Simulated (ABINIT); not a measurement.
Runs of ABINIT 10.8.3 (patched build) on Fe. The structure is hexagonal, space group P6_3/mmc (No. 194). The conventional cell has a = 2.434 Å, b = 2.434 Å, c = 3.842 Å, α = 90.00°, β = 90.00°, γ = 120.00°. Around Fe (site symmetry -6m2) lie 12 Fe at 2.38 to 2.43 Å. This isn't the form of Fe at room conditions, which is bcc.

```tsv
level	potentials or basis	k mesh	cutoff (eV)	fine-grid cutoff	gap on the mesh (eV)	moment (μB)
PBE	JTH PAW PBE v2.0	7 × 7 × 4	463	925.187 eV	none	(a)
PBE	JTH PAW PBE v2.0	5 × 5 × 3	463	925.187 eV	none	0.57
LDA	JTH PAW LDA v2.0	7 × 7 × 4	463	925.187 eV	none	0.44
r2SCAN	JTH PAW PBE v2.0	5 × 5 × 3	544	1088.46 eV	none	(b)
PBEsol	JTH PAW PBE v2.0	5 × 5 × 3	463	925.187 eV	none	0.55
PBEsol	JTH PAW PBE v2.0	7 × 7 × 4	463	925.187 eV	none	0.46
```

Alike in all rows: task single point; spin collinear, ferromagnetic start; cell as given; smearing fermi-dirac 0.05 eV; the mesh is coarse, so values aren't converged.

Task: Estimate the missing entries.

Result: (a) 0.48; (b) 3.10.

Caveats: all runs use coarse meshes.

A gap of «none» marks a metal or a gap under the smearing width.
